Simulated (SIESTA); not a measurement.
AlN:

```
Al N
1.0
     3.11300    0.00000    0.00000
    -1.55650    2.69594    0.00000
     0.00000    0.00000    4.98100
Al N
2 2
Direct
  0.66667 0.33333 0.50000
  0.33333 0.66667 0.00000
  0.66667 0.33333 0.88000
  0.33333 0.66667 0.38000
```

| Property | Result |
| --- | --- |
| Program | SIESTA 5.4.2 |
| Task | relaxation of cell and atoms |
| Functional | BLYP |
| Potentials or basis | PseudoDojo 0.4 standard (PBE files) |
| Basis | DZP (energy shift 0.002 Ry; radii capped at 9.5 bohr) |
| Grid cutoff | 800 Ry |
| Energy shift | 0.002 Ry |
| k mesh | 10 × 10 × 6 |
| Occupations | fermi-dirac, width 0.05 eV |
| Spin | no spin polarisation |

At the start: pressure 10.1 GPa; volume 10.45 Å³/atom.

Question: Where does the relaxation end?

Answer: Over 11 steps the energy falls by 16.6 meV/atom and the volume is 10.99 Å³/atom (+5.2 %); space group P6_3mc (No. 186, to 0.05 Å).

Step by step:
| step | energy change (eV) | largest force (eV/Å) | pressure (GPa) | volume (Å³) |
| --- | --- | --- | --- | --- |
| 1 | 0.0000 | 0.1293 | 10.11 | 41.80 |
| 2 | -0.0536 | 0.2456 | 3.22 | 43.20 |
| 3 | 0.0070 | 0.6121 | -5.49 | 45.46 |
| 4 | -0.0549 | 0.3123 | 1.85 | 43.52 |
| 5 | -0.0240 | 0.6210 | -3.54 | 44.95 |
| 6 | -0.0663 | 0.0286 | -0.15 | 43.99 |
| 7 | -0.0624 | 0.1349 | 1.94 | 43.51 |
| 8 | -0.0665 | 0.0030 | 0.19 | 43.91 |
| 9 | -0.0666 | 0.0015 | 0.02 | 43.96 |
| 10 | -0.0665 | 0.0086 | -0.26 | 44.03 |
| 11 | -0.0666 | 0.0032 | -0.05 | 43.97 |

Final structure:
```
CELL_PARAMETERS angstrom
3.16061 0.00001 0.00000
-1.58030 2.73717 0.00000
0.00000 0.00000 5.08310
ATOMIC_POSITIONS crystal
Al 0.66667 0.33333 0.49969
Al 0.33333 0.66667 0.99969
N 0.66667 0.33333 0.88032
N 0.33333 0.66667 0.38032
```

Caveat: the potentials were made for another functional, which shifts forces and pressure; the basis of atomic orbitals isn't converged, which shifts pressures, moduli and gaps.
